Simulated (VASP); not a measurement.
A run of VASP 6.6.1 is set up as follows.

The input INCAR:

```
SYSTEM = KF
PREC = Accurate
ENCUT = 900
EDIFF = 1E-6
ISMEAR = 0
SIGMA = 0.05
LREAL = .FALSE.
LASPH = .TRUE.
NELM = 100
ALGO = Normal
ISIF = 2
LWAVE = .FALSE.
LCHARG = .TRUE.
METAGGA = SCAN
LMIXTAU = .TRUE.
LELF = .TRUE.
```

Contents of KPOINTS:

```
Automatic mesh
0
G
  8 8 8
  0 0 0
```

POSCAR

```
KF
1.0
    3.1230043401      0.0000000000      0.0000000000
    0.0000000000      3.1230043401      0.0000000000
    0.0000000000      0.0000000000      3.1230043401
K F
1 1
Cartesian
    0.0000000000      0.0000000000      0.0000000000
    1.5615021700      1.5615021700      1.5615021700
```

Potentials or basis: VASP PAW PBE potentials, release 64 (K_sv, F_h).

Launch:

```sh
$ cat potpaw_PBE.64/K_sv/POTCAR potpaw_PBE.64/F_h/POTCAR > POTCAR
$ mpirun -np 1 vasp_std > vasp.out
```

**Question.** Estimate the pressure.

**Answer.** 1.7 GPa.

**Question.** What does it give for the band gap on the k mesh?

**Answer.** 8.14 eV, indirect (least direct gap 8.15 eV).

Caveat: the cutoff is under 1.25 times the usual one of these potentials, so pressure, stress and relaxed cells hold a basis-set (Pulay) error; the PAW data sets were made with another functional, which shifts forces and pressure a little. A k mesh can miss the band edges.
